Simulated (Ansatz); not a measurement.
Crystal: In2O3.

```
In O
1.0
     2.74350    1.58396    4.83667
    -2.74350    1.58396    4.83667
     0.00000   -3.16792    4.83667
In O
4 6
Direct
  0.85731 0.85731 0.85731
  0.64269 0.64269 0.64269
  0.14269 0.14269 0.14269
  0.35731 0.35731 0.35731
  0.04800 0.75000 0.45200
  0.75000 0.45200 0.04800
  0.45200 0.04800 0.75000
  0.95200 0.25000 0.54800
  0.25000 0.54800 0.95200
  0.54800 0.95200 0.25000
```

Base run:

| Quantity | Value |
| --- | --- |
| Program | Ansatz 0.2.0 |
| Functional | HSE06 |
| Potentials or basis | Ansatz PAW |
| Cutoff | 420 eV |
| Density cutoff | 1680 eV |
| k mesh | 4 × 4 × 4 |
| Occupations | fixed |
| Spin | no spin polarisation |

Its results: band gap on the k mesh 2.82 eV, direct; largest force 0.093 eV/Å.

Task: The run is repeated on the same cell with these changes: functional from HSE06 to PBE0; level from hse06 to pbe0. What comes out?

Result: Band gap on the k mesh 3.52 eV, direct; largest force 0.093 eV/Å.

Caveats: spin-orbit coupling is left out, which moves the levels of the heavy elements; the PAW data sets come from PBE, with cores solved anew for the run's functional, which leaves a small shift of forces and pressure.

Not every run made on this cell is shown here.
